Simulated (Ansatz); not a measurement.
# Mg/GaN/Hf: conductance for both polarities, part 4 of 6

Wanted: the change of resistance of Mg/GaN/Hf with the barrier's polarity. The lower electrode is Mg hcp(0001), the upper one Hf hcp(0001); the barrier is GaN wurtzite(0001) (whole bilayers). In the first transport cell, after relaxation, the nearest pair of electrode and barrier is Mg–N at 2.04 Å, along the normal, at the lower face and Hf–Ga at 2.99 Å, at a slant, at the upper one. All share a net of side 3.205 Å, which strains the lower electrode by +0.5 %, the upper one by +0.2 % and the barrier by -0.5 %, against typed lattice constants near PBE's. The first steps treat the bulk electrodes alone.

Ansatz 0.2.0; PBE DFT, plane waves, PAW files (the session's first sound run).

So far, transmission at the Fermi level (a spin, zone mean): step 5 (transmission over a wide range of energy, polarity N face …) 0.0177. Also channels of the lower lead: step 5 0.799.

## Step 6: Conductance, polarity N face on the lower electrode, gap between the electrodes 12.96 Å

Level of this step: PBE DFT, plane waves, PAW files; ballistic transmission by layer matching between semi-infinite leads (Ansatz).

The conductance needs T(E) within ten thermal energies of the Fermi level, on steps under 1.5 kT, and a finer mesh (30×30), since the current can rest on few wavevectors.

input.yaml

```yaml
crystal:
  lattice:
    - [3.205, 0.0, 0.0]
    - [-1.6025, 2.7756114191, 0.0]
    - [0.0, 0.0, 77.948687675]
  atoms:
    - { symbol: Mg, position: [0.0, 0.0, 0.0898026665] }
    - { symbol: Mg, position: [0.33333333, 0.66666667, 0.1229001206] }
    - { symbol: Mg, position: [0.0, 0.0, 0.1559975748] }
    - { symbol: Mg, position: [0.33333333, 0.66666667, 0.189095029] }
    - { symbol: Mg, position: [0.0, 0.0, 0.2221924832] }
    - { symbol: Mg, position: [0.33333333, 0.66666667, 0.2552899374] }
    - { symbol: Mg, position: [0.0, 0.0, 0.2883873915] }
    - { symbol: Mg, position: [0.33333333, 0.66666667, 0.3214848457] }
    - { symbol: Mg, position: [0.0, 0.0, 0.3545822999] }
    - { symbol: Mg, position: [0.33333333, 0.66666667, 0.3876797541] }
    - { symbol: Mg, position: [0.0, 0.0, 0.4194034572] }
    - { symbol: "N", position: [0.0, 0.0, 0.4455208471] }
    - { symbol: Ga, position: [0.33333333, 0.66666667, 0.4537149578] }
    - { symbol: "N", position: [0.33333333, 0.66666667, 0.4792718911] }
    - { symbol: Ga, position: [0.0, 0.0, 0.4873934152] }
    - { symbol: "N", position: [0.0, 0.0, 0.5129367971] }
    - { symbol: Ga, position: [0.33333333, 0.66666667, 0.5210908407] }
    - { symbol: "N", position: [0.33333333, 0.66666667, 0.5465906259] }
    - { symbol: Ga, position: [0.0, 0.0, 0.5555241377] }
    - { symbol: Hf, position: [0.33333333, 0.66666667, 0.5856307228] }
    - { symbol: Hf, position: [0.0, 0.0, 0.617326658] }
    - { symbol: Hf, position: [0.33333333, 0.66666667, 0.6498678442] }
    - { symbol: Hf, position: [0.0, 0.0, 0.6824090304] }
    - { symbol: Hf, position: [0.33333333, 0.66666667, 0.7149502165] }
    - { symbol: Hf, position: [0.0, 0.0, 0.7474914027] }
    - { symbol: Hf, position: [0.33333333, 0.66666667, 0.7800325889] }
    - { symbol: Hf, position: [0.0, 0.0, 0.812573775] }
    - { symbol: Hf, position: [0.33333333, 0.66666667, 0.8451149612] }
    - { symbol: Hf, position: [0.0, 0.0, 0.8776561474] }
    - { symbol: Hf, position: [0.33333333, 0.66666667, 0.9101973335] }
kpoints:
  mp_grid: { grid: [12, 12, 1] }
scf:
  occupations: { method: fermi_dirac, width: 0.1 }
  max_iter: 150
hamiltonian:
  xc: pbe
output:
  transmission:
    kmesh: [30, 30]
    e_range: [-0.26, 0.27]
    de: 0.0375
    leads: [[4, 6], [24, 26]]
```

Started as:

```bash
> ansatz run input.yaml --threads 4 --pin off --max-ram 10240MiB --backend cpu --events-out ev --progress --plain --runs-dir out
```

Numbers of over 12 decimals in the logs are rounded to 6 here.

Log:

```text
[...]
Crystal: 30 atoms, lattice volume = 693.419 Å³
Basis set: ecut = 420 eV, 13737 PW (Γ)
Bands: 281, of which v1, the nominal top of the filled ones, is band 234 counted from 1 (233 counted from 0)
Symmetry: 6 space group operations
[...]
k-points: 19 of 144 (time reversal used)
[...]
SCF iter   1: F=—  HF=-210769.204540 eV  |F-HF|=—  |Δ(HF+E_count)|=         —  Δρ=1.49e-2  dr2=1.66e3  ethr=1.77e-3  ⟨swp⟩=6.2  Hψ=21762  notcnv=0  defer=126
[...]
SCF iter  11: F=-210766.996996 eV  HF=-210766.996996 eV  |F-HF|=1.13e-8  |Δ(HF+E_count)|=   2.71e-8  Δρ=8.66e-7  dr2=2.26e-8  ethr=2.14e-11  ⟨swp⟩=3.4  Hψ=11227  notcnv=0
SCF 1 converged in 11 iterations: F = -210766.996996 eV  dr2 = 2.26e-8
[...]
transmission: 554 of 5460 steps passed
transmission: 1094 of 5460 steps passed
[...]
transmission: 5460 of 5460 steps passed
SCF converged after 11 iterations
Free energy (F): -210766.996996 eV
[...]
Internal energy: -210766.456220 eV  (E = F + TS)
E sigma→0 (E₀):  -210766.726608 eV
Entropy (-TS):   -0.540775 eV (-18.026 meV/atom)
Fermi energy:    9.915416 eV
[...]
--- Band table (eV; the first three rows and the last of 19) ---
  k-point 0: bands = [... 230 lower, 10.2838, 10.4284, 10.4784, 10.7133, 10.9079, 10.9079, 10.9136, 10.9136, ... 43 higher]
  k-point 1: bands = [... 230 lower, 10.2278, 10.3022, 10.3466, 10.6109, 10.6269, 10.6604, 10.6864, 10.7378, ... 43 higher]
  k-point 2: bands = [... 230 lower, 9.8112, 9.9473, 10.0104, 10.0276, 10.1969, 10.2477, 10.4994, 10.6140, ... 43 higher]
  k-point 18: bands = [... 230 lower, 9.6475, 9.6623, 9.7493, 9.7724, 9.8258, 9.8281, 9.9063, 9.9147, ... 43 higher]
--- Transmission ---
  basis      : 85 plane waves across, 60 finite elements along
  points     : 91, standing for a mesh of 30 x 30
  filling    : by the input's occupations and mesh, since the crystals that have channels conduct as metals do. If one of these is a semiconductor, that mesh has misplaced its level
[...]
filled         : 39.8 meV under the level at which it is neutral
    channels       : 8.744444e-1 a spin
    conductance    : 7.6470e14 S/m² at 300 K; may be off by some 0.0 % by where its bands' edges are placed, 7.7 % from the k-mesh, 1.5 % from the distance to neutral
    slowest decay  : 0.0077 /Å at (0.3000, 0.0000)
[...]
filled         : 25.8 meV under the level at which it is neutral
    channels       : 6.733333e-1 a spin
[...]
slowest decay  : 0.0589 /Å at (0.2000, 0.0000)
  junction   : crystal 0 to crystal 1, 19.31 to 55.16 Å
    transmission   : 1.740438e-2 a spin
    conductance    : 1.5556e13 S/m² at 300 K (1.5789e13 on every other point, 1.5682e13 on every other energy)
    error estimate : 0.8 % from the energy spacing and 0.5 % from band edges of the leads and from resonances (wavevectors taken as independent; lower de), 8.9 % from the k-mesh, 22.8 % from the steps of its leads' Hamiltonians or their offsets (lay more layers), 18.1 % from the distance to neutral
    resistance     : 6.2771e-2 Ω µm² beyond half of each lead's own
```

Run time: 7.8 min. Hardware: 4 threads of Arm Neoverse V2, shared host; peak memory 5.2 GiB; 26 min of CPU time.

This step gave:

* transmission at the Fermi level (a spin, zone mean): 0.01740
* channels of the lower lead: 0.8744
* channels of the upper lead: 0.6733
* ballistic conductance of the lower lead: 7.65e14 S/m²
* ballistic conductance of the upper lead: 5.81e14 S/m²
* junction conductance: 1.56e13 S/m²
* error estimates by source, in the log's order: 0.8, 0.5, 8.9, 22.8, 18.1 %
* resistance-area product beyond the leads: 0.06277 Ω um²

One spin. Table of transmission, zone mean by energy, zero at the Fermi level:

```csv
energy (eV),"transmission, zone mean"
-0.260,0.0115
-0.223,0.0150
-0.185,0.0228
-0.147,0.0305
-0.110,0.0282
-0.072,0.0247
-0.035,0.0211
0.003,0.0174
0.040,0.0143
0.077,0.0116
0.115,0.00952
0.152,0.00808
0.190,0.00694
0.228,0.00601
0.265,0.00512
```

One spin. Open channels, zone mean against energy, zero at the Fermi level:

```csv
energy (eV),lower lead,upper lead
-0.260,0.841,0.513
-0.223,0.881,0.547
-0.185,0.894,0.618
-0.147,0.814,0.618
-0.110,0.828,0.658
-0.072,0.868,0.624
-0.035,0.854,0.627
0.003,0.874,0.673
0.040,0.908,0.68
0.077,0.888,0.707
0.115,0.921,0.747
0.152,0.988,0.767
0.190,0.988,0.873
0.228,1.02,0.967
0.265,0.957,1.01
```

Transmission over k1 and k2. At 0.0025 eV from the Fermi level; zeros and values more than six decades under the largest are shown at that floor.

log10 of the mean of each cell; the least values stand at a floor. Values, 12 rows by 16 columns:
```
-6.4 -6.4 -6.4 -4.7 -4.1 -4.6 -6.4 -6.4 -6.4 -6.4 -4.3 -4.3 -3.9 -4.3 -4.3 -4.7
-6.4 -6.4 -6.4 -6.4 -6.4 -6.4 -6.4 -6.4 -6.4 -6.4 -4.8 -5.0 -4.0 -3.4 -4.0 -4.7
-3.6 -5.1 -6.4 -6.4 -6.4 -6.4 -6.4 -6.4 -6.4 -6.4 -6.4 -3.7 -3.6 -3.7 -3.9 -3.8
-3.7 -5.1 -6.4 -6.4 -3.8 -2.4 -1.9 -2.0 -2.6 -4.2 -6.4 -4.9 -3.9 -4.2 -4.2 -4.2
-6.4 -6.4 -6.4 -6.4 -3.0 -1.5 -0.7 -0.6 -0.8 -1.5 -2.8 -6.4 -6.4 -6.4 -6.4 -6.4
-6.4 -6.4 -6.4 -6.4 -3.5 -1.6 -0.6 -0.5 -0.5 -0.6 -1.4 -3.0 -6.4 -6.4 -6.4 -6.4
-6.4 -6.4 -6.4 -6.4 -6.4 -2.8 -1.3 -0.6 -0.5 -0.5 -0.9 -2.2 -6.4 -6.4 -6.4 -6.4
-6.4 -4.0 -4.9 -6.4 -6.4 -6.4 -3.0 -1.7 -1.0 -0.9 -1.3 -2.3 -6.4 -6.4 -6.4 -6.4
-3.5 -4.7 -6.4 -3.7 -3.7 -4.9 -6.4 -6.4 -3.4 -2.7 -2.8 -3.8 -6.4 -6.4 -6.4 -4.0
-3.7 -4.2 -3.4 -3.6 -3.8 -4.2 -6.4 -6.4 -6.4 -6.4 -6.4 -6.4 -6.4 -6.4 -6.4 -4.7
-6.4 -4.2 -4.1 -3.7 -5.3 -4.1 -6.4 -6.4 -6.4 -6.4 -6.4 -6.4 -6.4 -6.4 -6.4 -6.4
-6.4 -4.7 -5.2 -3.7 -3.6 -4.1 -6.4 -6.4 -6.4 -6.4 -6.4 -3.7 -3.6 -4.3 -6.4 -6.4
```
Columns: k1 (b1) from -0.5 to 0.467; rows upwards: k2 (b2) from -0.5 to 0.467.

G = 1.6e13 S/m² (1/G = 0.0643 Ω µm²). The largest error estimate is 23 %, from the leads' potential steps. In the worse lead the potential repeats within 25.7 meV, which the program flags as too much for a lead, so G carries that doubt. By hand, Landauer's formula with T at one energy: G = (e²/h) ΣT / A = 3.874e-5 S × 0.0348 / 8.896 Å² = 1.5e13 S/m², with T summed over both spins. The printed value averages T over the Fermi window and is 1.0 times this.

## Step 7: Relaxing the interfaces, box 44.3 Å, polarity Ga face on the lower electrode

This step: PBE DFT, plane waves, PAW files (Ansatz 0.2.0).

System of this step: Mg/GaN/Hf. The cell holds 16 atoms: 4 Mg, 4 Ga, 4 N and 4 Hf. Cell: a = 3.205 Å, b = 3.205 Å, c = 44.307 Å, α = 90.0°, β = 90.0°, γ = 120.0°. Vacuum lies along c.

The new interface needs a relaxation of its own, since bond lengths at the faces set the dipole and the overlap. A short slab in vacuum serves: only the barrier and the layers next to it are taken over, and later cells can add or drop layers in the barrier's middle. The dipole correction removes the field that unlike faces would set up across the vacuum.

input.yaml

```yaml
crystal:
  lattice:
    - [3.205, 0.0, 0.0]
    - [-1.6025, 2.7756114191, 0.0]
    - [0.0, 0.0, 44.3069995473]
  atoms:
    - { symbol: Mg, position: [0.33333333, 0.66666667, 0.1805583786] }
    - { symbol: Mg, position: [0.0, 0.0, 0.238934222] }
    - { symbol: Mg, position: [0.33333333, 0.66666667, 0.2973100653] }
    - { symbol: Mg, position: [0.0, 0.0, 0.3556859086] }
    - { symbol: Ga, position: [0.33333333, 0.66666667, 0.3994410083] }
    - { symbol: "N", position: [0.66666667, 0.33333333, 0.4140351289] }
    - { symbol: Ga, position: [0.66666667, 0.33333333, 0.4587667019] }
    - { symbol: "N", position: [0.33333333, 0.66666667, 0.4733608225] }
    - { symbol: Ga, position: [0.33333333, 0.66666667, 0.5180923954] }
    - { symbol: "N", position: [0.66666667, 0.33333333, 0.532686516] }
    - { symbol: Ga, position: [0.66666667, 0.33333333, 0.577418089] }
    - { symbol: "N", position: [0.33333333, 0.66666667, 0.5920122096] }
    - { symbol: Hf, position: [0.33333333, 0.66666667, 0.6486624009] }
    - { symbol: Hf, position: [0.0, 0.0, 0.7055888077] }
    - { symbol: Hf, position: [0.33333333, 0.66666667, 0.7625152146] }
    - { symbol: Hf, position: [0.0, 0.0, 0.8194416214] }
kpoints:
  mp_grid: { grid: [8, 8, 1] }
scf:
  occupations: { method: fermi_dirac, width: 0.1 }
  max_iter: 150
hamiltonian:
  xc: pbe
efield:
  axis: 3
  dipole_correction: true
relax:
  f_tol: 0.04
  max_steps: 90
output:
  forces: true
```

Log:

```text
[...]
Crystal: 16 atoms, lattice volume = 394.148 Å³
Basis set: ecut = 420 eV, 7817 PW (Γ), exchange–correlation on 48×48×600 points (8 copies of the dense FFT grid, shifted against one another)
Bands: 130, of which v1, the nominal top of the filled ones, is band 108 counted from 1 (107 counted from 0)
Symmetry: 6 space group operations
[...]
k-points: 10 of 64 (time reversal used)
[...]
SCF iter   1: F=—  HF=-87249.824379 eV  |F-HF|=—  |Δ(HF+E_count)|=         —  Δρ=7.57e-3  dr2=3.62e1  ethr=1.77e-3  p=-0.019 e·Å  D=-8.87e-3 V/Å  ΔV_dip=0.39 eV  dr2_dipole=3.38e1  V_vac-E_F(+/−)=4.33/3.93 eV  ⟨swp⟩=6.9  Hψ=5637  notcnv=0  defer=19
[...]
SCF iter   7: F=-87249.531551 eV  HF=-87249.531576 eV  |F-HF|=2.54e-5  |Δ(HF+E_count)|=   1.02e-5  Δρ=3.72e-5  dr2=2.70e-5  ethr=1.85e-8  p=-0.026 e·Å  D=-1.20e-2 V/Å  ΔV_dip=0.53 eV  dr2_dipole=5.33e-6  V_vac-E_F(+/−)=4.33/3.80 eV  ⟨swp⟩=3.6  Hψ=5641  notcnv=0
[...]
SCF 1 converged in 7 iterations: F = -87249.531551 eV  dr2 = 2.70e-5
[...]
relax step   1: F+E_penalty+E_count = -87249.53155097 eV  Δ(F+E_penalty+E_count) = +0.000e0 eV  max|allowed force component| = 1.986e0 eV/Å  Δτ_max = 0.0000 Å  (7 SCF iters, dr2 threshold 4.00e-5 eV, accepted)
[...]
SCF iter   7: F=-87250.225285 eV  HF=-87250.225307 eV  |F-HF|=2.25e-5  |Δ(HF+E_count)|=   8.45e-5  Δρ=6.80e-5  dr2=4.05e-5  ethr=4.63e-8  p=-0.025 e·Å  D=-1.13e-2 V/Å  ΔV_dip=0.50 eV  dr2_dipole=9.74e-8  V_vac-E_F(+/−)=4.30/3.80 eV  ⟨swp⟩=3.8  Hψ=5547  notcnv=0
[...]
SCF 2 converged in 7 iterations: F = -87250.225285 eV  dr2 = 4.05e-5
relax step   2: F+E_penalty+E_count = -87250.22528486 eV  Δ(F+E_penalty+E_count) = -6.937e-1 eV  max|allowed force component| = 7.856e-1 eV/Å  Δτ_max = 0.1943 Å  (7 SCF iters, dr2 threshold 1.00e-4 eV, accepted)
[...]
SCF iter   8: F=-87250.465915 eV  HF=-87250.465920 eV  |F-HF|=5.13e-6  |Δ(HF+E_count)|=   1.90e-6  Δρ=3.04e-5  dr2=8.88e-6  ethr=1.79e-8  p=-0.026 e·Å  D=-1.18e-2 V/Å  ΔV_dip=0.52 eV  dr2_dipole=2.96e-7  V_vac-E_F(+/−)=4.28/3.76 eV  ⟨swp⟩=5.1  Hψ=4700  notcnv=0
[...]
SCF 3 converged in 8 iterations: F = -87250.465915 eV  dr2 = 8.88e-6
[...]
relax step   3: F+E_penalty+E_count = -87250.46591529 eV  Δ(F+E_penalty+E_count) = -2.406e-1 eV  max|allowed force component| = 1.024e0 eV/Å  Δτ_max = 0.1922 Å  (8 SCF iters, dr2 threshold 3.86e-5 eV, accepted)
[...]
relax step   4: F+E_penalty+E_count = -87250.52358023 eV  Δ(F+E_penalty+E_count) = -5.766e-2 eV  max|allowed force component| = 1.709e-1 eV/Å  Δτ_max = 0.1647 Å  (6 SCF iters, dr2 threshold 1.00e-4 eV, accepted)
[...]
relax step   5: F+E_penalty+E_count = -87250.52570204 eV  Δ(F+E_penalty+E_count) = -2.122e-3 eV  max|allowed force component| = 1.416e-1 eV/Å  Δτ_max = 0.0226 Å  (7 SCF iters, dr2 threshold 1.83e-6 eV, accepted)
SCF iter   1: F=—  HF=-87250.527148 eV  |F-HF|=—  |Δ(HF+E_count)|=         —  Δρ=4.28e-4  dr2=6.49e-3  ethr=1.64e-5  p=-0.029 e·Å  D=-1.33e-2 V/Å  ΔV_dip=0.59 eV  dr2_dipole=3.23e-3  V_vac-E_F(+/−)=4.30/3.71 eV  ⟨swp⟩=2.0  Hψ=2455  notcnv=0  defer=43
[...]
SCF iter   7: F=-87250.526669 eV  HF=-87250.526669 eV  |F-HF|=4.04e-8  |Δ(HF+E_count)|=   3.42e-8  Δρ=1.91e-6  dr2=4.50e-8  ethr=4.63e-11  p=-0.029 e·Å  D=-1.32e-2 V/Å  ΔV_dip=0.58 eV  dr2_dipole=2.42e-9  V_vac-E_F(+/−)=4.29/3.71 eV  ⟨swp⟩=3.7  Hψ=5068  notcnv=0
[...]
SCF 6 converged in 7 iterations: F = -87250.526669 eV  dr2 = 4.50e-8
relax step   6: F+E_penalty+E_count = -87250.52666880 eV  Δ(F+E_penalty+E_count) = -9.668e-4 eV  max|allowed force component| = 1.506e-2 eV/Å  Δτ_max = 0.0093 Å  (7 SCF iters, accepted)
SCF converged after 7 iterations
Free energy (F): -87250.526669 eV
[...]
Internal energy: -87250.279977 eV  (E = F + TS)
E sigma→0 (E₀):  -87250.403323 eV
Entropy (-TS):   -0.246691 eV (-15.418 meV/atom)
Fermi energy:    7.293782 eV
Dipole field:    D = -0.013220 V/Å  (p = -0.028796 e·Å, saw-weighted, corrected)
Work function:   Φ+ = 4.2943 eV   Φ− = 3.7084 eV
[...]
--- Forces (eV/Å), atoms counted from 1 ---
  atom   1  Mg     0.00000000    -0.00000000    -0.00017433
  atom   2  Mg     0.00000000     0.00000000    -0.00031317
  atom   3  Mg     0.00000000    -0.00000000    -0.00039464
  atom   4  Mg     0.00000000     0.00000000     0.00023763
  atom   5  Ga    -0.00000000    -0.00000000    -0.01505499
  atom   6  N      0.00000000     0.00000000     0.01332992
  atom   7  Ga     0.00000000     0.00000000    -0.00682030
  atom   8  N      0.00000000    -0.00000000     0.00342311
  atom   9  Ga    -0.00000000    -0.00000000    -0.00424010
  atom  10  N      0.00000000     0.00000000     0.00871072
  atom  11  Ga     0.00000000     0.00000000    -0.00300227
  atom  12  N      0.00000000    -0.00000000     0.00663254
  atom  13  Hf     0.00000000     0.00000000    -0.00002621
  atom  14  Hf     0.00000000    -0.00000000    -0.00161484
  atom  15  Hf    -0.00000000     0.00000000    -0.00082272
  atom  16  Hf     0.00000000    -0.00000000     0.00015790
  max |Σ_I F_I| component: 2.83e-5 eV/Å
--- Relaxed structure (6 steps of the walk, 6 accepted, 0 SCFs on fresh bases) ---
  F+E_penalty+E_count = -87250.52666880 eV   max|allowed force component| = 1.506e-2 eV/Å
  atoms:
    - { symbol: Mg, position: [0.333333, 0.666667, 0.172403] }
    - { symbol: Mg, position: [1.3918045187166957e-17, -6.476300983873253e-17, 0.231126] }
    - { symbol: Mg, position: [0.333333, 0.666667, 0.289400] }
    - { symbol: Mg, position: [1.419446554597301e-17, -6.476300983873253e-17, 0.348034] }
    - { symbol: Ga, position: [0.333333, 0.666667, 0.403099] }
    - { symbol: N, position: [0.666667, 0.333333, 0.419576] }
    - { symbol: Ga, position: [0.666667, 0.333333, 0.463802] }
    - { symbol: N, position: [0.333333, 0.666667, 0.478982] }
    - { symbol: Ga, position: [0.333333, 0.666667, 0.523166] }
    - { symbol: N, position: [0.666667, 0.333333, 0.538273] }
    - { symbol: Ga, position: [0.666667, 0.333333, 0.582546] }
    - { symbol: N, position: [0.333333, 0.666667, 0.597504] }
    - { symbol: Hf, position: [0.333333, 0.666667, 0.645120] }
    - { symbol: Hf, position: [2.4150121462429436e-17, -6.476300983873253e-17, 0.703554] }
    - { symbol: Hf, position: [0.333333, 0.666667, 0.761959] }
    - { symbol: Hf, position: [2.159248436533235e-17, -6.476300983873253e-17, 0.815964] }
```

It took 66 s on 4 threads; peak memory 1.4 GiB.

Relaxation path:

```csv
step,energy less that of the first step (eV),largest force component (eV/Å)
1,0.0000,1.9861
2,-0.6937,0.7856
3,-0.9344,1.0236
4,-0.9920,0.1709
5,-0.9942,0.1416
6,-0.9951,0.0151
```

The run keeps the 6 symmetry operations that it works with, so distortions that break them were not tested.

The atoms that moved most (Å):

```csv
atom,dx,dy,dz,length
Mg1,0.000,0.000,-0.361,0.361
Mg3,0.000,0.000,-0.350,0.350
Mg2,0.000,0.000,-0.346,0.346
Mg4,0.000,0.000,-0.339,0.339
N8,0.000,0.000,0.249,0.249
N10,0.000,0.000,0.248,0.248
N6,0.000,0.000,0.246,0.246
N12,0.000,0.000,0.243,0.243
```

Numbers from this step:

- free energy: -87250.5267 eV
- Fermi energy: 7.294 eV

The largest force component on a free atom ends at 0.015 eV/Å. At one or more of this run's solves the program warned of density in the dipole ramp over its bound, where dipole, forces and levels can be off.

[end of part 4 of 6]

[Logs are printed without paths, hosts, clocks, repeated set-up lines and the standing remarks that a program may print on its own settings, such as how far it seeks lower states.]

[Hosts, paths, dates, database ids (printed as entryN), source tags and the programs' standing remarks are cut or masked in the printed files.]
